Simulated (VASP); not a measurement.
Here is a VASP 6.6.1 calculation.

The input INCAR:

```
PREC = Accurate
ENCUT = 400
EDIFF = 1E-7
ISMEAR = -1
SIGMA = 0.05
LREAL = F
LASPH = T
NELM = 100
ALGO = Fast
ISIF = 2
LWAVE = F
LCHARG = F
GGA = PS
NBANDS = 70
```

File KPOINTS:

```
regular mesh
0
Gamma
  6 6 6
```

File POSCAR:

```
Al
1.0
    8.0800000000      0.0000000000      0.0000000000
    0.0000000000      8.0800000000      0.0000000000
    0.0000000000      0.0000000000      8.0800000000
Al
32
Direct
    0.0000000000      0.0000000000      0.0000000000
    0.0000000000      0.0000000000      0.5000000000
    0.0000000000      0.5000000000      0.0000000000
    0.0000000000      0.5000000000      0.5000000000
    0.5000000000      0.0000000000      0.0000000000
    0.5000000000      0.0000000000      0.5000000000
    0.5000000000      0.5000000000      0.0000000000
    0.5000000000      0.5000000000      0.5000000000
    0.0000000000      0.2500000000      0.2500000000
    0.0000000000      0.2500000000      0.7500000000
    0.0000000000      0.7500000000      0.2500000000
    0.0000000000      0.7500000000      0.7500000000
    0.5000000000      0.2500000000      0.2500000000
    0.5000000000      0.2500000000      0.7500000000
    0.5000000000      0.7500000000      0.2500000000
    0.5000000000      0.7500000000      0.7500000000
    0.2500000000      0.0000000000      0.2500000000
    0.2500000000      0.0000000000      0.7500000000
    0.2500000000      0.5000000000      0.2500000000
    0.2500000000      0.5000000000      0.7500000000
    0.7500000000      0.0000000000      0.2500000000
    0.7500000000      0.0000000000      0.7500000000
    0.7500000000      0.5000000000      0.2500000000
    0.7500000000      0.5000000000      0.7500000000
    0.2500000000      0.2500000000      0.0000000000
    0.2500000000      0.2500000000      0.5000000000
    0.2500000000      0.7500000000      0.0000000000
    0.2500000000      0.7500000000      0.5000000000
    0.7500000000      0.2500000000      0.0000000000
    0.7500000000      0.2500000000      0.5000000000
    0.7500000000      0.7500000000      0.0000000000
    0.7500000000      0.7500000000      0.5000000000
```

Potentials or basis: VASP PAW PBE potentials, release 64 (Al).

Run with:

```console
$ cat potpaw_PBE.64/Al/POTCAR > POTCAR
$ mpirun -np 1 vasp_std > vasp.out
```

(1) Predict the pressure.

(2) Predict the band gap on the k mesh.

## Answers

(1) -1.5 GPa.

(2) none (metal or under the smearing width).

Caveat: the PAW data sets were made with another functional, which shifts forces and pressure a little.
